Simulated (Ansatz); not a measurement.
**PtS2: a single-point run**

Wanted: a converged single-point run for PtS2, and a check of what comes out. The structure is shown as the input types it. The cell is built on a prototype (CdCl2 type) and needn't be the phase found in nature.

Method: density functional or hybrid calculation with the settings of its input, plane waves (as first typed), in Ansatz 0.2.0.

1 further run of the same task is left out (it didn't finish).

### 1 The starting structure

Symmetry: R-3m, No. 166, trigonal system. Conventional cell: a = 3.529 Å, b = 3.529 Å, c = 16.569 Å, α = 90.00°, β = 90.00°, γ = 120.00°. Pt (site symmetry -3m) has 6 S at 2.39 Å as nearest neighbours. S (site symmetry 3m) is surrounded by 3 Pt at 2.39 Å.

As a file:

```xyz
3
Lattice="1.7644 1.0187 5.5230 -1.7644 1.0187 5.5230 0.0000 -2.0374 5.5230" Properties=species:S:1:pos:R:3 pbc="T T T"
Pt    0.0000    0.0000    0.0000
S     0.0000    0.0000    4.2799
S     0.0000    0.0000   12.2893
```

### 2 Input and run

The input, input.yaml:

```yaml
crystal:
  lattice:
    - [1.7644429029, 1.018701585, 5.5230462153]
    - [-1.7644429029, 1.018701585, 5.5230462153]
    - [0.0, -2.0374031699, 5.5230462153]
  atoms:
    - { symbol: Pt, position: [0.0, 0.0, 0.0] }
    - { symbol: S, position: [0.2583047871, 0.2583047871, 0.2583047871] }
    - { symbol: S, position: [0.7416952129, 0.7416952129, 0.7416952129] }
kpoints:
  mp_grid: { grid: [6, 6, 6] }
hamiltonian:
  xc: pbe
scf:
  occupations: { method: fixed }
  n_extra_bands: 4
  convergence: { dr2_threshold: 0.01 }
  max_iter: 55
output:
  forces: true
  stress: true
  eigenvalues: true
```

On the command line:

```
$ ansatz run input.yaml --threads 4 --pin off --max-ram 3686MiB --backend cpu --events-out ev --progress --plain --runs-dir out
```

**Question.** How will this run end, and is anything wrong with its input?

This run ends as converged, with warnings (force scf threshold loose, stress scf threshold loose). Its log warns: «scf.convergence.dr2_threshold = 1e-2 eV is looser than this run's default, which is 1e-7 eV or tighter. The error in the forces grows as the threshold's square root ...»

The threshold asked is loose, but the program put off the close and ended at dr2 = 2.4e-7, so little accuracy was lost here.

The test: delete scf.convergence.dr2_threshold (the default then holds).
